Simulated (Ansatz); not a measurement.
**GaN (Fm-3m): G0W0 against its settings**

GaN (started from an entry of an open crystallographic database), relaxed with r2SCAN; one-shot G0W0 in Ansatz without spin-orbit coupling. Calculated for a static, non-magnetic cell.

```cif
data_structure
_symmetry_space_group_name_H-M 'Fm-3m'
_symmetry_Int_Tables_number 225
_cell_length_a 4.2170
_cell_length_b 4.2170
_cell_length_c 4.2170
_cell_angle_alpha 90.000
_cell_angle_beta 90.000
_cell_angle_gamma 90.000
_cell_volume 74.99
loop_
_atom_site_label
_atom_site_type_symbol
_atom_site_symmetry_multiplicity
_atom_site_Wyckoff_symbol
_atom_site_fract_x
_atom_site_fract_y
_atom_site_fract_z
_atom_site_occupancy
Ga1 Ga 4 b 0.50000 0.00000 0.00000 1
N1 N 4 a 0.00000 0.00000 0.00000 1
```

Gaps are read over the mesh points alone. G0W0 here is at a finite number of bands, screening cutoff and k mesh, not at the basis limit.
```csv
start,potentials,frequency model,mesh,empty bands,screening cutoff (eV),Kohn-Sham gap (eV),G0W0 gap (eV),rough cost
PBE,PAW,contour deformation,6×6×6,30,80,0.63,1.45,9 core-seconds
PBE,PAW,contour deformation,6×6×6,70,140,0.63,1.44,21 core-seconds
PBE,PAW,contour deformation,6×6×6,129,210,0.63,1.36,70 core-seconds
HSE06,PAW,contour deformation,6×6×6,70,140,1.90,2.03,50 core-seconds
LDA,PAW,contour deformation,6×6×6,70,140,0.42,1.46,21 core-seconds
r2SCAN,PAW,contour deformation,6×6×6,70,140,1.15,1.69,23 core-seconds
PBE,PAW,Godby-Needs pole,6×6×6,70,140,0.63,1.41,21 core-seconds
PBE,PAW,contour deformation,8×8×8,30,80,0.66,1.52,40 core-seconds
PBE,norm-conserving,contour deformation,6×6×6,70,140,0.61,1.49,60 core-seconds
```

Over the mesh points the PBE gap of 0.63 eV becomes a quasiparticle gap of 1.36 eV (Γ–K (0.44 of the way from Γ) to X), a change of +0.73 eV. Renormalisation factors Z lie between 0.75 and 0.82.

Raising bands and cutoff together moves the gap by -0.01 eV (80 to 140 eV), then -0.08 eV (140 to 210 eV); the last step is still large, so the basis limit isn't reached. Starting from HSE06 (1.90 eV against PBE's 0.63 eV) gives 2.03 eV, +0.59 eV from G0W0@PBE at the same screening cutoff. Starting from LDA (0.42 eV against PBE's 0.63 eV) gives 1.46 eV, +0.02 eV from G0W0@PBE at the same screening cutoff. Starting from r2SCAN (1.15 eV against PBE's 0.63 eV) gives 1.69 eV, +0.25 eV from G0W0@PBE at the same screening cutoff. The Godby-Needs plasmon pole differs from contour deformation by -0.03 eV. An 8×8×8 mesh in place of 6×6×6 changes the opening over PBE by +0.03 eV (the gap on the mesh by +0.07 eV, the PBE gap by +0.03 eV). Norm-conserving potentials (wave cutoff 1240 eV against 420 eV) shift the quasiparticle gap by +0.05 eV and the PBE gap by -0.02 eV. r2SCAN runs take a wave cutoff of 500 eV.

With a shallow d shell on the cation, G0W0 converges slowly in bands and cutoff, so these values are in doubt.
